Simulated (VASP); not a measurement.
# HfC (Fm-3m) in VASP: further runs, part 2 of 3

VASP 6.6.1. Earlier steps stand in the parts before.

### 3 Optical spectrum, LDA+U, collinear spin, zero start

This run uses another cell than the first one: it holds 8 atoms, not 2.

INCAR reads:

```
PREC = Accurate ; ENCUT = 520
EDIFF = 1E-6 ; ISMEAR = 0
SIGMA = 0.1 ; LREAL = False
LASPH = True ; NELM = 80
ALGO = Normal ; ISIF = 2
LWAVE = False ; LCHARG = False
ISPIN = 2 ; MAGMOM = 0 0 0 0 0 0 0 0
LORBIT = 11 ; LMAXMIX = 4
LDAU = True ; LDAUTYPE = 2
LDAUL = 2 -1 ; LDAUU = 5 0
LDAUJ = 0 0 ; LDAUPRINT = 1
LOPTICS = True ; NBANDS = 76
NEDOS = 1000 ; CSHIFT = 0.1
```

HfC.cif reads:

```cif
data_HfC
_cell_length_a 4.65000000
_cell_length_b 4.65000000
_cell_length_c 4.65000000
_cell_angle_alpha 90.00000000
_cell_angle_beta 90.00000000
_cell_angle_gamma 90.00000000
_space_group_name_H-M_alt 'Fm-3m'
_space_group_name_Hall '-F 4 2 3'
_space_group_IT_number 225
loop_
_space_group_symop_operation_xyz
'x,y,z'
'-x,-y,-z'
'-y,x,z'
'y,-x,-z'
'-x,-y,z'
'x,y,-z'
'y,-x,z'
'-y,x,-z'
'x,-y,-z'
'-x,y,z'
'-y,-x,-z'
'y,x,z'
'-x,y,-z'
'x,-y,z'
'y,x,-z'
'-y,-x,z'
'z,x,y'
'-z,-x,-y'
'z,-y,x'
'-z,y,-x'
'z,-x,-y'
'-z,x,y'
'z,y,-x'
'-z,-y,x'
'-z,x,-y'
'z,-x,y'
'-z,-y,-x'
'z,y,x'
'-z,-x,y'
'z,x,-y'
'-z,y,x'
'z,-y,-x'
'y,z,x'
'-y,-z,-x'
'x,z,-y'
'-x,-z,y'
'-y,z,-x'
'y,-z,x'
'-x,z,y'
'x,-z,-y'
'-y,-z,x'
'y,z,-x'
'-x,-z,-y'
'x,z,y'
'y,-z,-x'
'-y,z,x'
'x,-z,y'
'-x,z,-y'
'x,y+1/2,z+1/2'
'-x,-y+1/2,-z+1/2'
'-y,x+1/2,z+1/2'
'y,-x+1/2,-z+1/2'
[... 63 lines left out ...]
'-z+1/2,y,-x+1/2'
'z+1/2,-x,-y+1/2'
'-z+1/2,x,y+1/2'
'z+1/2,y,-x+1/2'
'-z+1/2,-y,x+1/2'
'-z+1/2,x,-y+1/2'
'z+1/2,-x,y+1/2'
'-z+1/2,-y,-x+1/2'
'z+1/2,y,x+1/2'
'-z+1/2,-x,y+1/2'
'z+1/2,x,-y+1/2'
'-z+1/2,y,x+1/2'
'z+1/2,-y,-x+1/2'
'y+1/2,z,x+1/2'
'-y+1/2,-z,-x+1/2'
'x+1/2,z,-y+1/2'
'-x+1/2,-z,y+1/2'
'-y+1/2,z,-x+1/2'
'y+1/2,-z,x+1/2'
'-x+1/2,z,y+1/2'
'x+1/2,-z,-y+1/2'
'-y+1/2,-z,x+1/2'
'y+1/2,z,-x+1/2'
'-x+1/2,-z,-y+1/2'
'x+1/2,z,y+1/2'
'y+1/2,-z,-x+1/2'
'-y+1/2,z,x+1/2'
'x+1/2,-z,y+1/2'
'-x+1/2,z,-y+1/2'
'x+1/2,y+1/2,z'
'-x+1/2,-y+1/2,-z'
'-y+1/2,x+1/2,z'
'y+1/2,-x+1/2,-z'
'-x+1/2,-y+1/2,z'
'x+1/2,y+1/2,-z'
'y+1/2,-x+1/2,z'
'-y+1/2,x+1/2,-z'
'x+1/2,-y+1/2,-z'
'-x+1/2,y+1/2,z'
'-y+1/2,-x+1/2,-z'
'y+1/2,x+1/2,z'
'-x+1/2,y+1/2,-z'
'x+1/2,-y+1/2,z'
'y+1/2,x+1/2,-z'
'-y+1/2,-x+1/2,z'
'z+1/2,x+1/2,y'
'-z+1/2,-x+1/2,-y'
'z+1/2,-y+1/2,x'
'-z+1/2,y+1/2,-x'
'z+1/2,-x+1/2,-y'
'-z+1/2,x+1/2,y'
'z+1/2,y+1/2,-x'
'-z+1/2,-y+1/2,x'
'-z+1/2,x+1/2,-y'
'z+1/2,-x+1/2,y'
'-z+1/2,-y+1/2,-x'
'z+1/2,y+1/2,x'
'-z+1/2,-x+1/2,y'
'z+1/2,x+1/2,-y'
'-z+1/2,y+1/2,x'
'z+1/2,-y+1/2,-x'
'y+1/2,z+1/2,x'
'-y+1/2,-z+1/2,-x'
'x+1/2,z+1/2,-y'
'-x+1/2,-z+1/2,y'
'-y+1/2,z+1/2,-x'
'y+1/2,-z+1/2,x'
'-x+1/2,z+1/2,y'
'x+1/2,-z+1/2,-y'
'-y+1/2,-z+1/2,x'
'y+1/2,z+1/2,-x'
'-x+1/2,-z+1/2,-y'
'x+1/2,z+1/2,y'
'y+1/2,-z+1/2,-x'
'-y+1/2,z+1/2,x'
'x+1/2,-z+1/2,y'
'-x+1/2,z+1/2,-y'
loop_
_atom_site_label
_atom_site_type_symbol
_atom_site_symmetry_multiplicity
_atom_site_Wyckoff_symbol
_atom_site_fract_x
_atom_site_fract_y
_atom_site_fract_z
_atom_site_occupancy
Hf1 Hf 4 b 0.5000000000 0.0000000000 0.0000000000 1
C1 C 4 a 0.0000000000 0.0000000000 0.0000000000 1
```

KPOINTS reads:

```
regular mesh
0
Gamma
  6 6 6
```

POSCAR reads:

```
Hf C 
 1.0000000000000000
     4.6500000000000004    0.0000000000000000    0.0000000000000000
     0.0000000000000000    4.6500000000000004    0.0000000000000000
     0.0000000000000000    0.0000000000000000    4.6500000000000004
 Hf  C  
   4   4
Cartesian
  2.3250000000000002  0.0000000000000000  0.0000000000000000
  0.0000000000000000  2.3250000000000002  0.0000000000000000
  0.0000000000000000  0.0000000000000000  2.3250000000000002
  2.3250000000000002  2.3250000000000002  2.3250000000000002
  0.0000000000000000  0.0000000000000000  0.0000000000000000
  0.0000000000000000  2.3250000000000002  2.3250000000000002
  2.3250000000000002  0.0000000000000000  2.3250000000000002
  2.3250000000000002  2.3250000000000002  0.0000000000000000
```

Potentials or basis: VASP PAW LDA potentials, release 64 (Hf_pv, C).

On the command line:

```
$ ase convert -i cif -o vasp HfC.cif POSCAR
$ cat potpaw_LDA.64/Hf_pv/POTCAR potpaw_LDA.64/C/POTCAR > POTCAR
$ mpirun -np 1 vasp_std > vasp.out
```

OUTCAR:

```text
PREC = Accurate
   ENCUT = 520
   EDIFF = 1E-6
   ISMEAR = 0
   LREAL = False
   LASPH = True
   NELM = 80
   ISIF = 2
   ISPIN = 2
   LORBIT = 11

 ion  position               nearest neighbor table
   1  0.500  0.000  0.000-   5 2.33   7 2.33   8 2.33   7 2.33   8 2.33   5 2.33   3 3.29   4 3.29
                             2 3.29   2 3.29   4 3.29   3 3.29   4 3.29   2 3.29   3 3.29   4 3.29
   2  0.000  0.500  0.000-   5 2.33   6 2.33   8 2.33   6 2.33   5 2.33   8 2.33   3 3.29   4 3.29
                             1 3.29   1 3.29   3 3.29   3 3.29   3 3.29   1 3.29   4 3.29   4 3.29
   3  0.000  0.000  0.500-   5 2.33   6 2.33   7 2.33   5 2.33   6 2.33   7 2.33   1 3.29   2 3.29
                             1 3.29   2 3.29   4 3.29   2 3.29   2 3.29   1 3.29   4 3.29   4 3.29
   4  0.500  0.500  0.500-   6 2.33   7 2.33   8 2.33   8 2.33   7 2.33   6 2.33   1 3.29   2 3.29
                             1 3.29   1 3.29   3 3.29   2 3.29   1 3.29   2 3.29   3 3.29   3 3.29
   5  0.000  0.000  0.000-   1 2.33   2 2.33   3 2.33   3 2.33   2 2.33   1 2.33
   6  0.000  0.500  0.500-   2 2.33   3 2.33   4 2.33   2 2.33   3 2.33   4 2.33
   7  0.500  0.000  0.500-   1 2.33   3 2.33   4 2.33   1 2.33   4 2.33   3 2.33
   8  0.500  0.500  0.000-   1 2.33   2 2.33   4 2.33   4 2.33   1 2.33   2 2.33
[... 1603 lines left out ...]
     2.67326     4.65749     4.65749     4.65749     0.00000     0.00000    -0.00000
     3.34157     4.02579     4.02579     4.02579     0.00000     0.00000     0.00000
[... 92 lines left out ...]
    65.49479     0.74868     0.74868     0.74868    -0.00000     0.00000     0.00000
    66.16310     0.75558     0.75558     0.75558    -0.00000     0.00000     0.00000

 total charge

# of ion       s       p       d       tot
------------------------------------------
    1        0.339   6.697   1.494   8.530
    2        0.339   6.697   1.494   8.530
    3        0.339   6.697   1.494   8.530
    4        0.339   6.697   1.494   8.530
    5        0.858   1.563   0.000   2.421
    6        0.858   1.563   0.000   2.421
    7        0.858   1.563   0.000   2.421
    8        0.858   1.563   0.000   2.421
--------------------------------------------------
tot          4.789  33.037   5.977  43.803

 magnetization (x)

# of ion       s       p       d       tot
------------------------------------------
    1       -0.000   0.000   0.000   0.000
    2       -0.000   0.000   0.000   0.000
    3       -0.000   0.000   0.000   0.000
    4       -0.000   0.000   0.000   0.000
    5       -0.000  -0.000   0.000  -0.000
    6       -0.000  -0.000   0.000  -0.000
    7       -0.000  -0.000   0.000  -0.000
    8       -0.000  -0.000   0.000  -0.000
--------------------------------------------------
tot         -0.000   0.000   0.000   0.000
```

It took 3.3 min on 1 thread of Intel Xeon Platinum 8488C (Sapphire Rapids), shared host; peak memory 0.53 GiB.

What came out:

```
Free energy                                           : -78.1040 eV
Pressure                                              : 6.3 GPa
Band gap on the k mesh                                : none (metal or under the smearing width)
Net moment                                            : 0.00 μB per cell
Valence electrons inside the program's atomic spheres : Hf 8.53; C 2.42
```

Dielectric function (mean over the directions given):
```
energy (eV)  real part  imaginary part
       0.27      66.45           51.68
       1.27       9.98            4.37
       2.34       5.14           16.63
       3.34       4.56            8.97
       4.41       5.95            8.48
       5.41       2.06            7.28
       6.48       2.10            6.65
       7.49       0.00            6.79
       8.55       0.87            6.49
       9.56      -0.26            5.47
      10.63      -0.80            6.15
      11.63      -3.58            4.45
      12.70      -1.01            2.13
      13.70      -1.84            1.40
      14.77      -0.68            0.78
      15.77      -0.10            1.57
      16.84      -0.54            1.50
      17.84      -0.36            0.84
      18.91      -0.23            0.54
      19.98       0.05            0.38
```

Eigenvalues of the final occupation matrices:
| site | spin | trace | eigenvalues |
| --- | --- | --- | --- |
| site 1 d | 1 | 0.77 | 0.10 0.10 0.10 0.23 0.23 |
| site 1 d | 2 | 0.77 | 0.10 0.10 0.10 0.23 0.23 |
| site 2 d | 1 | 0.77 | 0.10 0.10 0.10 0.23 0.23 |
| site 2 d | 2 | 0.77 | 0.10 0.10 0.10 0.23 0.23 |
| site 3 d | 1 | 0.77 | 0.10 0.10 0.10 0.23 0.23 |
| site 3 d | 2 | 0.77 | 0.10 0.10 0.10 0.23 0.23 |
| site 4 d | 1 | 0.77 | 0.10 0.10 0.10 0.23 0.23 |
| site 4 d | 2 | 0.77 | 0.10 0.10 0.10 0.23 0.23 |

Caveat: spectra need much finer meshes, so this one isn't converged; independent-particle spectra lack excitons; the intraband (Drude) part of a metal's response may be missing; the U is typed as a test and isn't derived for this compound.

### 4 Electric field gradients, PBE+U, spin-orbit coupling, no magnetisation

INCAR reads:

```
SYSTEM = HfC
ALGO     = Normal         ! electronic algorithm
EDIFF    = 1E-8           ! SCF threshold, eV
ENCUT    = 520            ! plane-wave cutoff, eV
GGA      = PE             ! functional
GGA_COMPAT= .False.      
ISIF     = 2              ! what is computed and relaxed
ISMEAR   = 0              ! smearing method
LASPH    = .True.         ! aspherical terms in the spheres
LCHARG   = .False.        ! write CHGCAR
LDAU     = .True.         ! DFT+U
LDAUJ    = 0 0          
LDAUL    = 2 -1           ! shell
LDAUPRINT= 1            
LDAUTYPE = 2            
LDAUU    = 5.3 0          ! U, eV
LEFG     = .True.       
LMAXMIX  = 4              ! l up to which the mixer works
LORBIT   = 11             ! projections on sites
LREAL    = .False.        ! projectors in reciprocal space
LSORBIT  = .True.         ! spin-orbit coupling
LWAVE    = .False.        ! write WAVECAR
MAGMOM   = 0 0 0 0 0 0    ! initial moments
NELM     = 60             ! most SCF steps
PREC     = Accurate       ! precision mode
SIGMA    = 0.1            ! smearing width, eV
```

KPOINTS reads:

```
k-points
0
Gamma
  7 7 7
  0 0 0
```

POSCAR reads:

```
HfC
1.0
    0.0000000000      2.3250000000      2.3250000000
    2.3250000000      0.0000000000      2.3250000000
    2.3250000000      2.3250000000      0.0000000000
Hf C
1 1
Direct
    0.5000000000      0.5000000000      0.5000000000
    0.0000000000      0.0000000000      0.0000000000
```

Potentials or basis: VASP PAW PBE potentials, release 54 (Hf_pv, C).

On the command line:

```
$ cat potpaw_PBE.54/Hf_pv/POTCAR potpaw_PBE.54/C/POTCAR > POTCAR
$ mpirun -np 1 vasp_ncl > vasp.out
```

OUTCAR:

```text
SYSTEM = HfC
   EDIFF = 1E-8
   ENCUT = 520
   GGA = PE
   ISIF = 2
   ISMEAR = 0
   LASPH = .True.
   LORBIT = 11
   LREAL = .False.
   LSORBIT = .True.
   NELM = 60
   PREC = Accurate

 ion  position               nearest neighbor table
   1  0.500  0.500  0.500-   2 2.33   2 2.33   2 2.33   2 2.33   2 2.33   2 2.33
   2  0.000  0.000  0.000-   1 2.33   1 2.33   1 2.33   1 2.33   1 2.33   1 2.33

  LATTYP: Found a face centered cubic cell.
 ALAT       =     4.6500000000

  Lattice vectors:

 A1 = (   0.0000000000,   2.3250000000,   2.3250000000)
 A2 = (   2.3250000000,   0.0000000000,   2.3250000000)
 A3 = (   2.3250000000,   2.3250000000,   0.0000000000)

Analysis of symmetry for initial positions (statically):
[... 352 lines left out ...]
     0.0000000     0.0000000     0.0000000     0.0000000     0.0000000     0.0000000     0.0000000
     0.0000000     0.0000000     0.0000000     0.0000000     0.0000000     0.0000000     0.0000000
     0.0000000     0.0000000     0.0000000     0.0000000     0.0000000     0.0000000     0.0000000
     0.0000000     0.0000000     0.0000000     0.0000000     0.0000000     0.0000000     0.0000000
     0.0000000     0.0000000     0.0000000     0.0000000     0.0000000     0.0000000     0.0000000

 total charge

# of ion       s       p       d       tot
------------------------------------------
    1        0.337   6.744   1.453   8.534
    2        0.868   1.568   0.000   2.436
--------------------------------------------------
tot          1.205   8.312   1.453  10.970

 magnetization (x)

# of ion       s       p       d       tot
------------------------------------------
    1       -0.000  -0.000   0.000  -0.000
    2        0.000  -0.000   0.000  -0.000
--------------------------------------------------
tot         -0.000  -0.000   0.000  -0.000

 magnetization (y)

# of ion       s       p       d       tot
------------------------------------------
    1       -0.000  -0.000   0.000  -0.000
    2        0.000   0.000   0.000   0.000
--------------------------------------------------
tot         -0.000  -0.000   0.000  -0.000

 magnetization (z)

# of ion       s       p       d       tot
------------------------------------------
    1        0.000  -0.000   0.000   0.000
    2        0.000   0.000   0.000   0.000
--------------------------------------------------
tot          0.000  -0.000   0.000   0.000
```

stdout:

```text
POSCAR found type information on POSCAR HfC
 POSCAR found :  2 types and       2 ions
 scaLAPACK will be used
 LDA part: xc-table for (Slater+PW92), standard interpolation
 POSCAR, INCAR and KPOINTS ok, starting setup
 FFT: planning ... GRIDC
 FFT: planning ... GRID_SOFT
 FFT: planning ... GRID
 WAVECAR not read
 entering main loop
ion   1

ion   2
```

Wall time 27 s (1 thread of Intel Xeon Platinum 8488C (Sapphire Rapids), shared host); peak memory 0.2 GiB.

Results:

```yaml
Free_energy: -18.2287 eV
Pressure: 18.7 GPa
Valence_electrons_inside_the_program's_atomic_spheres: Hf 8.53; C 2.44
```

Electric field gradients, principal values (V/Å²):
```
atom    Vxx    Vyy    Vzz
1 Hf  0.000  0.000  0.000
 2 C  0.000  0.000  0.001
```

Caveat: the U is typed as a test and isn't derived for this compound.

### 5 Band structure, RPBE, collinear spin, zero start (atoms moved at random, drawn with an rms of 0.02 Å)

INCAR reads:

```
SYSTEM = HfC
ALGO = Normal
EDIFF = 0.001
ENCUT = 400
GGA = RP
ISIF = 2
ISMEAR = 2
ISPIN = 2
LASPH = .True.
LCHARG = .False.
LMAXMIX = 4
LORBIT = 11
LREAL = .False.
LWAVE = .False.
MAGMOM = 0 0
NBANDS = 18
NELM = 80
PREC = Accurate
SIGMA = 0.2
```

KPOINTS reads:

```
k-points
0
Gamma
  10 10 10
  0 0 0
```

POSCAR reads:

```
HfC
3.288
    0.000000000000      0.707116788321      0.707116788321
    0.707116788321      0.000000000000      0.707116788321
    0.707116788321      0.707116788321      0.000000000000
Hf C
1 1
Direct
    0.5094580000      0.4951970000      0.4941300000
    0.0040740000     -0.0091950000      0.0052600000
```

KPOINTS_OPT reads:

```
path GXWKGLUWLK,UX
10
line-mode
reciprocal
 0.0000000000  0.0000000000  0.0000000000  G
 0.5000000000  0.0000000000  0.5000000000  X

 0.5000000000  0.0000000000  0.5000000000  X
 0.5000000000  0.2500000000  0.7500000000  W

 0.5000000000  0.2500000000  0.7500000000  W
 0.3750000000  0.3750000000  0.7500000000  K

 0.3750000000  0.3750000000  0.7500000000  K
 0.0000000000  0.0000000000  0.0000000000  G

 0.0000000000  0.0000000000  0.0000000000  G
 0.5000000000  0.5000000000  0.5000000000  L

 0.5000000000  0.5000000000  0.5000000000  L
 0.6250000000  0.2500000000  0.6250000000  U

 0.6250000000  0.2500000000  0.6250000000  U
 0.5000000000  0.2500000000  0.7500000000  W

 0.5000000000  0.2500000000  0.7500000000  W
 0.5000000000  0.5000000000  0.5000000000  L

 0.5000000000  0.5000000000  0.5000000000  L
 0.3750000000  0.3750000000  0.7500000000  K

 0.6250000000  0.2500000000  0.6250000000  U
 0.5000000000  0.0000000000  0.5000000000  X
```

Potentials or basis: VASP PAW PBE potentials, release 64 (Hf_pv, C_s).

On the command line:

```
$ cat potpaw_PBE.64/Hf_pv/POTCAR potpaw_PBE.64/C_s/POTCAR > POTCAR
$ mpirun -np 1 vasp_std > vasp.out
```

Wall time 2.7 min (1 thread of Intel Xeon Platinum 8488C (Sapphire Rapids), shared host); peak memory 0.48 GiB.

These settings aren't checked as converged (typed here: ISMEAR = 2; SIGMA = 0.2; EDIFF = 0.001): the numbers below hold their error.

What came out:

```
Free energy                                           : -20.1273 eV
Pressure                                              : 3.2 GPa
Largest force                                         : 0.233 eV/Å
Band gap along the path                               : none (metal or under the smearing width)
Net moment                                            : 0.00 μB per cell
Valence electrons inside the program's atomic spheres : Hf 8.57; C 3.74
```

Caveat: the PAW data sets were made with another functional, which shifts forces and pressure a little; spin-orbit coupling is left out, which moves the levels of the heavy elements.

(Continued in part 3 of 3.)
